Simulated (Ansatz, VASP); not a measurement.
One calculation of Bi, two programs

```
CELL_PARAMETERS angstrom
-1.99180 1.99180 1.99180
1.99180 -1.99180 1.99180
1.99180 1.99180 -1.99180
ATOMIC_POSITIONS crystal
Bi 0.00000 0.00000 0.00000
```

Alike in both runs: task relaxation of cell and atoms; functional PBEsol; k mesh 16 × 16 × 16; occupations gaussian, width 0.1 eV; no spin polarisation.

|  | VASP | Ansatz |
| --- | --- | --- |
| version | VASP 6.6.1 | Ansatz 0.2.0 |
| potentials or method | VASP PAW PBE potentials, release 64 (Bi_d) | scalar-relativistic, plane waves, PAW |
| plane-wave cutoff (eV) | 600 | 420 |
| valence electrons in the cell | 15 | 15 |

|  | VASP | Ansatz | Ansatz less VASP |
| --- | --- | --- | --- |
| gap on the k mesh at the Fermi level, each at its own relaxed structure (eV) | none | none | - |
| relaxed volume (Å³/atom) | 29.96 | 29.95 | -0.005 |
| relaxed cell length with the largest relative difference (Å) | 3.389 | 3.389 | -0.0002 |
| energy change over the relaxation (meV/atom) | -15 | -15 | -0.1 |

A gap of «none» marks a metal or a gap that the smearing closes.

Caveats: the PAW data sets were made with another functional, which shifts forces and pressure a little (VASP); spin-orbit coupling is left out, which moves the levels of the heavy elements.
